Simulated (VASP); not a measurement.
# BaTiO3 (P4mm) in VASP: further runs

One crystal, BaTiO3, is run at these levels: PBE; tasks: single point.

All numbers are computed with VASP 6.6.1; they aren't measurements. Logs are shortened: lines on timing, memory, paths and dates and some standing lists are left out, and cuts for length are marked.

### Step 1. The undisturbed crystal

It takes space group P4mm (No. 99, tetragonal). The conventional cell has a = 4.000 Å, b = 4.000 Å, c = 4.018 Å, α = 90.00°, β = 90.00°, γ = 90.00°. Around Ba (site symmetry 4mm) lie 12 O at 2.79 to 2.88 Å. Ti (site symmetry 4mm) has 6 O at 1.89 to 2.13 Å as nearest neighbours. Around O (site symmetry 2mm) lie 2 Ti at 2.00 Å. O (site symmetry 4mm) is surrounded by 2 Ti at 1.89 to 2.13 Å.

### Step 2. Single point, PBE

INCAR reads:

```
SYSTEM = BaTiO3
PREC = Accurate
ENCUT = 460
EDIFF = 0.001
ISMEAR = 0
SIGMA = 0.05
LREAL = .FALSE.
LASPH = .TRUE.
NELM = 100
ALGO = Normal
ISIF = 2
LWAVE = .FALSE.
LCHARG = .FALSE.
GGA = PE
NBANDS = 28
ADDGRID = .FALSE.
```

KPOINTS reads:

```
regular mesh
0
G
  5 5 5
  0 0 0
```

POSCAR reads:

```
BaTiO3
1.0
    3.9998000000      0.0000000000      0.0000000000
    0.0000000000      3.9998000000      0.0000000000
    0.0000000000      0.0000000000      4.0180000000
Ba Ti O
1 1 3
Direct
    0.0050340000     -0.0151990000     -0.0081960000
    0.5109990000      0.5026790000      0.4796360000
   -0.0079330000      0.4990990000      0.5319510000
    0.5087000000     -0.0034200000      0.5100070000
    0.5274750000      0.4823970000      0.0100750000
```

Potentials or basis: VASP PAW PBE potentials, release 64 (Ba_sv, Ti_sv, O).

Command:

```sh
> cat potpaw_PBE.64/Ba_sv/POTCAR potpaw_PBE.64/Ti_sv/POTCAR potpaw_PBE.64/O/POTCAR > POTCAR
> mpirun -np 1 vasp_std > vasp.out
```

OUTCAR:

```text
SYSTEM = BaTiO3
   PREC = Accurate
   ENCUT = 460
   EDIFF = 0.001
   ISMEAR = 0
   LREAL = .FALSE.
   LASPH = .TRUE.
   NELM = 100
   ISIF = 2
   GGA = PE

 Found     63 irreducible k-points:

 Following reciprocal coordinates:
            Coordinates               Weight
  0.000000  0.000000  0.000000      1.000000
  0.200000  0.000000  0.000000      2.000000
  0.000000  0.200000  0.000000      2.000000
  0.400000  0.000000  0.000000      2.000000
  0.000000  0.400000  0.000000      2.000000
  0.200000  0.200000  0.000000      2.000000
   k-points           NKPTS =     63   k-points in BZ     NKDIM =     63   number of bands    NBANDS=     28
   number of dos      NEDOS =    301   number of ions     NIONS =      5
   total plane-waves  NPLWV =  21952
   dimension x,y,z NGX =    28 NGY =   28 NGZ =   28
   dimension x,y,z NGXF=    56 NGYF=   56 NGZF=   56
   ions per type =               1   1   3
   NGX,Y,Z   is equivalent  to a cutoff of  11.64, 11.64, 11.59 a.u.
   NGXF,Y,Z  is equivalent  to a cutoff of  23.28, 23.28, 23.17 a.u.
 SYSTEM =  BaTiO3
   PREC   = accura    normal or accurate (medium, high low for compatibility)
   ISTART =      0    job   : 0-new  1-cont  2-samecut
   ICHARG =      2    charge: 1-file 2-atom 10-const
   ISPIN  =      1    spin polarized calculation?
   LNONCOLLINEAR =      F non collinear calculations
   LSORBIT =      F    spin-orbit coupling
   LASPH  =      T    aspherical Exc in radial PAW
   ENCUT  =  460.0 eV  33.81 Ry    5.81 a.u.   6.99  6.99  7.03*2*pi/ulx,y,z
   NELM   =    100;   NELMIN=  2; NELMDL= -5     # of ELM steps
   EDIFF  = 0.1E-02   stopping-criterion for ELM
   LREAL  =      F    real-space projection
   EDIFFG = 0.1E-01   stopping-criterion for IOM
   NSW    =      0    number of steps for IOM
   IBRION =     -1    ionic relax: 0-MD 1-quasi-New 2-CG
   NFREE  =      0    steps in history (QN), initial steepest desc. (CG)
   ISIF   =      2    stress and relaxation
   ISYM   =      2    0-nonsym 1-usesym 2-fastsym
   POTIM  = 0.5000    time-step for ionic-motion
   TEBEG  =    0.0;   TEEND  =   0.0 temperature during run
   PSTRESS=    0.0 pullay stress
   NELECT =      40.0000    total number of electrons
   NUPDOWN=      -1.0000    fix difference up-down
   EMIN   =  10.00;   EMAX   =-10.00  energy-range for DOS
   EFERMI =   0.00;   METHOD = LEGACY
   ISMEAR =     0;   SIGMA  =   0.05  broadening in eV -4-tet -1-fermi 0-gaus
   EFERMI_NEDOS =   21; number of points for ismear=-14 and -15
   IALGO  =     38    algorithm
   IMIX   =      4    mixing-type and parameters
     AMIX     =   0.40;   BMIX     =  1.00
     AMIX_MAG =   1.60;   BMIX_MAG =  1.00
  volume/ion in A,a.u.               =      12.86        86.76
  Fermi-wavevector in a.u.,A,eV,Ry     =   1.397653  2.641181 26.578078  1.953434
  Thomas-Fermi vector in A             =   2.520888
   LORBIT       =      0    0 simple, 1 ext, 2 COOP (PROOUT), +10 PAW based schemes
   GGA     = PE    functional components
   LHFCALC =     F    Hartree Fock is set to
   AEXX    =    0.0000 exact exchange contribution
   IVDW    =     0    specifies the selected vdW correction
   LEPSILON=     F    determine dielectric tensor
   LRPA    =     F    only Hartree local field effects (RPA)
 non-spin polarized calculation
 Gauss-broadening in eV      SIGMA  =   0.05
  energy-cutoff  :      460.00
  volume of cell :       64.28
 maximum number of plane-waves:      1450
   NGX = 13   NGY = 13   NGZ = 15

 number of electron      39.9999995 magnetization

 Free energy of the ion-electron system (eV)
  ---------------------------------------------------
  ext. energy  EPLUGINS =         0.00000000
  ---------------------------------------------------
  free energy    TOTEN  =       -39.88332357 eV

  energy without entropy =      -39.88332357  energy(sigma->0) =      -39.88332357

 E-fermi :   3.9899     XC(G=0): -11.2395

 val. band max:        3.6797706706   @ k =  -0.4000   0.4000   0.4000
 cond. band min:       5.7044137535   @ k =   0.0000   0.0000   0.0000
 fundamental gap:      2.0246430829
 Fermi energy:         3.9899237051

 k-point     1 :       0.0000    0.0000    0.0000
  band No.  band energies     occupation
      1     -52.7092      2.00000
      2     -28.9528      2.00000
      3     -28.9374      2.00000
      4     -28.9254      2.00000
      5     -21.0100      2.00000
      6     -13.0770      2.00000
[... 20 lines left out ...]
     27       8.9532      0.00000
     28      11.0739      0.00000

 k-point     2 :       0.2000    0.0000    0.0000
  band No.  band energies     occupation
      1     -52.7090      2.00000
      2     -28.9562      2.00000
      3     -28.9512      2.00000
      4     -28.9248      2.00000
      5     -20.9694      2.00000
      6     -13.1189      2.00000
[... 20 lines left out ...]
     27       9.6415      0.00000
     28      11.9709      0.00000

 k-point     3 :       0.0000    0.2000    0.0000
  band No.  band energies     occupation
      1     -52.7090      2.00000
      2     -28.9522      2.00000
      3     -28.9437      2.00000
      4     -28.9367      2.00000
      5     -20.9686      2.00000
      6     -13.1270      2.00000
[... 20 lines left out ...]
     27       9.6287      0.00000
     28      11.9582      0.00000

 k-point     4 :       0.4000    0.0000    0.0000
  band No.  band energies     occupation
      1     -52.7084      2.00000
      2     -28.9842      2.00000
      3     -28.9507      2.00000
      4     -28.9236      2.00000
      5     -20.9019      2.00000
      6     -13.2747      2.00000
[... 20 lines left out ...]
     27      11.0889      0.00000
     28      12.1453      0.00000

 k-point     5 :       0.0000    0.4000    0.0000
  band No.  band energies     occupation
      1     -52.7084      2.00000
      2     -28.9733      2.00000
      3     -28.9509      2.00000
      4     -28.9356      2.00000
      5     -20.8998      2.00000
      6     -13.2963      2.00000
[... 20 lines left out ...]
     27      11.0330      0.00000
     28      12.0538      0.00000

 k-point     6 :       0.2000    0.2000    0.0000
  band No.  band energies     occupation
      1     -52.7086      2.00000
      2     -28.9554      2.00000
      3     -28.9506      2.00000
      4     -28.9428      2.00000
      5     -20.9328      2.00000
      6     -13.0883      2.00000
[... 20 lines left out ...]
     27      10.3185      0.00000
     28      12.1379      0.00000

 [... further k-points ...]

------------------------ aborting loop because EDIFF is reached ----------------------------------------

  FORCE on cell =-STRESS in cart. coord.  units (eV):
  Direction    XX          YY          ZZ          XY          YZ          ZX
  --------------------------------------------------------------------------------------
  -------------------------------------------------------------------------------------
  Total        1.2339805      1.3205234      1.6691307      0.0440394     -0.0248546     -0.0545037
  in kB       30.7561811     32.9132074     41.6020219      1.0976548     -0.6194841     -1.3584700
  external PRESSURE =      35.0904701 kB  Pullay stress =       0.0000000 kB

 VOLUME and BASIS-vectors are now :
 -----------------------------------------------------------------------------
  energy-cutoff  :      460.00
  volume of cell :       64.28
      direct lattice vectors                 reciprocal lattice vectors
     3.999800000  0.000000000  0.000000000     0.250012501  0.000000000  0.000000000
     0.000000000  3.999800000  0.000000000     0.000000000  0.250012501  0.000000000
     0.000000000  0.000000000  4.018000000     0.000000000  0.000000000  0.248880040

 POSITION                                       TOTAL-FORCE (eV/Angst)
 -----------------------------------------------------------------------------------
      0.02013      3.93901      3.98507         0.135411      0.362466      0.145049
      2.04389      2.01062      1.92718         0.292546     -0.203608      0.069945
      3.96807      1.99630      2.13738         0.653377     -0.073948     -0.686170
      2.03470      3.98612      2.04921        -0.355328     -0.362737     -0.224226
      2.10979      1.92949      0.04048        -0.726006      0.277826      0.695402
 -----------------------------------------------------------------------------------
    total drift:                                0.000487      0.000924     -0.004066

  FREE ENERGIE OF THE ION-ELECTRON SYSTEM (eV)
  ---------------------------------------------------
  free  energy   TOTEN  =       -39.8833235670 eV

  energy  without entropy=      -39.8833235670  energy(sigma->0) =      -39.88332357
```

stdout:

```text
POSCAR found type information on POSCAR BaTiO
 POSCAR found :  3 types and       5 ions
 scaLAPACK will be used
 LDA part: xc-table for (Slater+PW92), standard interpolation
 POSCAR, INCAR and KPOINTS ok, starting setup
 FFT: planning ... GRIDC
 FFT: planning ... GRID_SOFT
 FFT: planning ... GRID
 WAVECAR not read
 entering main loop
```

Wall time 34 s (1 thread of Intel Xeon 6975P-C (Granite Rapids), shared host); peak memory 0.22 GiB.

These settings aren't checked as converged: the numbers below hold their error.

Results:

- Free energy: -39.8833 eV
- Pressure: 3.5 GPa
- Largest force: 1.043 eV/Å
- Band gap on the k mesh: 2.02 eV, indirect (least direct gap 2.16 eV)

Caveat: the cutoff is under 1.25 times the usual one of these potentials, so pressure, stress and relaxed cells hold a basis-set (Pulay) error; spin-orbit coupling is left out, which moves the levels of the heavy elements; an odd mesh through Γ misses points on the zone boundary, where band edges often lie.

### Step 3. Single point, PBE

INCAR: that of step 2 with these lines changed.

```diff
@@ -3,3 +3,3 @@
 ENCUT = 460
-EDIFF = 0.001
+EDIFF = 1E-5
 ISMEAR = 0
```

KPOINTS is that of step 2.

POSCAR is that of step 2.

Potentials or basis: VASP PAW PBE potentials, release 64 (Ba_sv, Ti_sv, O).

Command:

```sh
> cat potpaw_PBE.64/Ba_sv/POTCAR potpaw_PBE.64/Ti_sv/POTCAR potpaw_PBE.64/O/POTCAR > POTCAR
> mpirun -np 1 vasp_std > vasp.out
```

OUTCAR:

```text
SYSTEM = BaTiO3
   PREC = Accurate
   ENCUT = 460
   EDIFF = 1E-5
   ISMEAR = 0
   LREAL = .FALSE.
   LASPH = .TRUE.
   NELM = 100
   ISIF = 2
   GGA = PE

 Found     63 irreducible k-points:

 Following reciprocal coordinates:
            Coordinates               Weight
  0.000000  0.000000  0.000000      1.000000
  0.200000  0.000000  0.000000      2.000000
  0.000000  0.200000  0.000000      2.000000
  0.400000  0.000000  0.000000      2.000000
  0.000000  0.400000  0.000000      2.000000
  0.200000  0.200000  0.000000      2.000000
   k-points           NKPTS =     63   k-points in BZ     NKDIM =     63   number of bands    NBANDS=     28
   number of dos      NEDOS =    301   number of ions     NIONS =      5
   total plane-waves  NPLWV =  21952
   dimension x,y,z NGX =    28 NGY =   28 NGZ =   28
   dimension x,y,z NGXF=    56 NGYF=   56 NGZF=   56
   ions per type =               1   1   3
   NGX,Y,Z   is equivalent  to a cutoff of  11.64, 11.64, 11.59 a.u.
   NGXF,Y,Z  is equivalent  to a cutoff of  23.28, 23.28, 23.17 a.u.
 SYSTEM =  BaTiO3
   PREC   = accura    normal or accurate (medium, high low for compatibility)
   ISTART =      0    job   : 0-new  1-cont  2-samecut
   ICHARG =      2    charge: 1-file 2-atom 10-const
   ISPIN  =      1    spin polarized calculation?
   LNONCOLLINEAR =      F non collinear calculations
   LSORBIT =      F    spin-orbit coupling
   LASPH  =      T    aspherical Exc in radial PAW
   ENCUT  =  460.0 eV  33.81 Ry    5.81 a.u.   6.99  6.99  7.03*2*pi/ulx,y,z
   NELM   =    100;   NELMIN=  2; NELMDL= -5     # of ELM steps
   EDIFF  = 0.1E-04   stopping-criterion for ELM
   LREAL  =      F    real-space projection
   EDIFFG = 0.1E-03   stopping-criterion for IOM
   NSW    =      0    number of steps for IOM
   IBRION =     -1    ionic relax: 0-MD 1-quasi-New 2-CG
   NFREE  =      0    steps in history (QN), initial steepest desc. (CG)
   ISIF   =      2    stress and relaxation
   ISYM   =      2    0-nonsym 1-usesym 2-fastsym
   POTIM  = 0.5000    time-step for ionic-motion
   TEBEG  =    0.0;   TEEND  =   0.0 temperature during run
   PSTRESS=    0.0 pullay stress
   NELECT =      40.0000    total number of electrons
   NUPDOWN=      -1.0000    fix difference up-down
   EMIN   =  10.00;   EMAX   =-10.00  energy-range for DOS
   EFERMI =   0.00;   METHOD = LEGACY
   ISMEAR =     0;   SIGMA  =   0.05  broadening in eV -4-tet -1-fermi 0-gaus
   EFERMI_NEDOS =   21; number of points for ismear=-14 and -15
   IALGO  =     38    algorithm
   IMIX   =      4    mixing-type and parameters
     AMIX     =   0.40;   BMIX     =  1.00
     AMIX_MAG =   1.60;   BMIX_MAG =  1.00
  volume/ion in A,a.u.               =      12.86        86.76
  Fermi-wavevector in a.u.,A,eV,Ry     =   1.397653  2.641181 26.578078  1.953434
  Thomas-Fermi vector in A             =   2.520888
   LORBIT       =      0    0 simple, 1 ext, 2 COOP (PROOUT), +10 PAW based schemes
   GGA     = PE    functional components
   LHFCALC =     F    Hartree Fock is set to
   AEXX    =    0.0000 exact exchange contribution
   IVDW    =     0    specifies the selected vdW correction
   LEPSILON=     F    determine dielectric tensor
   LRPA    =     F    only Hartree local field effects (RPA)
 non-spin polarized calculation
 Gauss-broadening in eV      SIGMA  =   0.05
  energy-cutoff  :      460.00
  volume of cell :       64.28
 maximum number of plane-waves:      1450
   NGX = 13   NGY = 13   NGZ = 15

 number of electron      39.9999995 magnetization

 Free energy of the ion-electron system (eV)
  ---------------------------------------------------
  ext. energy  EPLUGINS =         0.00000000
  ---------------------------------------------------
  free energy    TOTEN  =       -39.88329939 eV

  energy without entropy =      -39.88329939  energy(sigma->0) =      -39.88329939

 E-fermi :   3.9870     XC(G=0): -11.2387

 val. band max:        3.6774048943   @ k =  -0.4000   0.4000   0.4000
 cond. band min:       5.6954950739   @ k =   0.0000   0.0000   0.0000
 fundamental gap:      2.0180901796
 Fermi energy:         3.9869842280

 k-point     1 :       0.0000    0.0000    0.0000
  band No.  band energies     occupation
      1     -52.7250      2.00000
      2     -28.9669      2.00000
      3     -28.9516      2.00000
      4     -28.9396      2.00000
      5     -21.0027      2.00000
      6     -13.0797      2.00000
[... 20 lines left out ...]
     27       8.9577      0.00000
     28      11.0769      0.00000

 k-point     2 :       0.2000    0.0000    0.0000
  band No.  band energies     occupation
      1     -52.7248      2.00000
      2     -28.9703      2.00000
      3     -28.9654      2.00000
      4     -28.9389      2.00000
      5     -20.9620      2.00000
      6     -13.1216      2.00000
[... 20 lines left out ...]
     27       9.6458      0.00000
     28      11.9734      0.00000

 k-point     3 :       0.0000    0.2000    0.0000
  band No.  band energies     occupation
      1     -52.7248      2.00000
      2     -28.9663      2.00000
      3     -28.9578      2.00000
      4     -28.9509      2.00000
      5     -20.9612      2.00000
      6     -13.1298      2.00000
[... 20 lines left out ...]
     27       9.6332      0.00000
     28      11.9607      0.00000

 k-point     4 :       0.4000    0.0000    0.0000
  band No.  band energies     occupation
      1     -52.7242      2.00000
      2     -28.9983      2.00000
      3     -28.9649      2.00000
      4     -28.9378      2.00000
      5     -20.8944      2.00000
      6     -13.2774      2.00000
[... 20 lines left out ...]
     27      11.0931      0.00000
     28      12.1482      0.00000

 k-point     5 :       0.0000    0.4000    0.0000
  band No.  band energies     occupation
      1     -52.7242      2.00000
      2     -28.9873      2.00000
      3     -28.9650      2.00000
      4     -28.9497      2.00000
      5     -20.8924      2.00000
      6     -13.2991      2.00000
[... 20 lines left out ...]
     27      11.0373      0.00000
     28      12.0568      0.00000

 k-point     6 :       0.2000    0.2000    0.0000
  band No.  band energies     occupation
      1     -52.7244      2.00000
      2     -28.9695      2.00000
      3     -28.9647      2.00000
      4     -28.9569      2.00000
      5     -20.9253      2.00000
      6     -13.0912      2.00000
[... 20 lines left out ...]
     27      10.3229      0.00000
     28      12.1404      0.00000

 [... further k-points ...]

------------------------ aborting loop because EDIFF is reached ----------------------------------------

  FORCE on cell =-STRESS in cart. coord.  units (eV):
  Direction    XX          YY          ZZ          XY          YZ          ZX
  --------------------------------------------------------------------------------------
  -------------------------------------------------------------------------------------
  Total        1.4226470      1.5063120      1.8521025      0.0439746     -0.0276915     -0.0558000
  in kB       35.4585715     37.5438690     46.1624774      1.0960392     -0.6901926     -1.3907803
  external PRESSURE =      39.7216393 kB  Pullay stress =       0.0000000 kB

 VOLUME and BASIS-vectors are now :
 -----------------------------------------------------------------------------
  energy-cutoff  :      460.00
  volume of cell :       64.28
      direct lattice vectors                 reciprocal lattice vectors
     3.999800000  0.000000000  0.000000000     0.250012501  0.000000000  0.000000000
     0.000000000  3.999800000  0.000000000     0.000000000  0.250012501  0.000000000
     0.000000000  0.000000000  4.018000000     0.000000000  0.000000000  0.248880040

 POSITION                                       TOTAL-FORCE (eV/Angst)
 -----------------------------------------------------------------------------------
      0.02013      3.93901      3.98507         0.135457      0.362344      0.146851
      2.04389      2.01062      1.92718         0.297527     -0.201992      0.063193
      3.96807      1.99630      2.13738         0.645298     -0.073849     -0.688248
      2.03470      3.98612      2.04921        -0.353784     -0.364789     -0.226212
      2.10979      1.92949      0.04048        -0.724498      0.278285      0.704416
 -----------------------------------------------------------------------------------
    total drift:                               -0.000181      0.000156      0.000369

  FREE ENERGIE OF THE ION-ELECTRON SYSTEM (eV)
  ---------------------------------------------------
  free  energy   TOTEN  =       -39.8832993919 eV

  energy  without entropy=      -39.8832993919  energy(sigma->0) =      -39.88329939
```

stdout:

```text
POSCAR found type information on POSCAR BaTiO
 POSCAR found :  3 types and       5 ions
 scaLAPACK will be used
 LDA part: xc-table for (Slater+PW92), standard interpolation
 POSCAR, INCAR and KPOINTS ok, starting setup
 FFT: planning ... GRIDC
 FFT: planning ... GRID_SOFT
 FFT: planning ... GRID
 WAVECAR not read
 entering main loop
```

It took 36 s on 1 thread of Intel Xeon 6975P-C (Granite Rapids), shared host; peak memory 0.22 GiB.

The run converged, but some of its settings lie outside the range that counts as converged, so its numbers aren't taken as properties of the crystal.

What came out:

```yaml
Free_energy: -39.8833 eV
Pressure: 4.0 GPa
Largest_force: 1.048 eV/Å
Band_gap_on_the_k_mesh: 2.02 eV, indirect (least direct gap 2.16 eV)
```

Caveat: the cutoff is under 1.25 times the usual one of these potentials, so pressure, stress and relaxed cells hold a basis-set (Pulay) error; spin-orbit coupling is left out, which moves the levels of the heavy elements; an odd mesh through Γ misses points on the zone boundary, where band edges often lie.

[end of part 1 of 2]
